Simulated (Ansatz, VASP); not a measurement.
**One calculation of Si, two programs**

INCAR

```
SYSTEM = Si
PREC = Accurate
ENCUT = 520
EDIFF = 1E-6
ISMEAR = 0
SIGMA = 0.1
LREAL = .FALSE.
LASPH = .TRUE.
NELM = 100
ALGO = Fast
ISIF = 2
LWAVE = .FALSE.
LCHARG = .FALSE.
GGA = PE
NBANDS = 11
```

File KPOINTS:

```
Automatic mesh
0
G
  15 15 8
  0 0 0
```

File POSCAR:

```
Si
1.0
    2.8703738294      0.0000000000      0.0000000000
   -1.4351869147      2.4858166547      0.0000000000
    0.0000000000      0.0000000000      4.4469217037
Si
2
Direct
    0.3333333300      0.6666666700      0.2500000000
    0.6666666700      0.3333333300      0.7500000000
```

Input for Ansatz:

```yaml
crystal:
  lattice:
    - [2.8703738294, 0.0, 0.0]
    - [-1.4351869147, 2.4858166547, 0.0]
    - [0.0, 0.0, 4.4469217037]
  atoms:
    - { symbol: Si, position: [0.33333333, 0.66666667, 0.25] }
    - { symbol: Si, position: [0.66666667, 0.33333333, 0.75] }
basis:
  ecutwfc: 420
kpoints:
  mp_grid: { grid: [15, 15, 8] }
hamiltonian:
  xc: pbe
scf:
  occupations: { method: gaussian, width: 0.1 }
output:
  forces: true
  stress: true
  eigenvalues: true
```

Alike in both runs: task single point; functional PBE; k mesh 15 × 15 × 8; occupations gaussian, width 0.1 eV; no spin polarisation.

|  | VASP | Ansatz |
| --- | --- | --- |
| version | VASP 6.6.1 | Ansatz 0.2.0 |
| potentials or method | VASP PAW PBE potentials, release 64 (Si) | scalar-relativistic, plane waves, PAW |
| plane-wave cutoff (eV) | 520 | 420 |
| valence electrons in the cell | 8 | 8 |

```csv
,VASP,Ansatz,Ansatz less VASP
gap on the k mesh at the Fermi level (eV),none,none,-
pressure (GPa),-6.8,-6.8,+0.01
largest component of the traceless stress (GPa),0.91,0.91,-0.001
```

A gap of «none» marks a metal or a gap that the smearing closes.
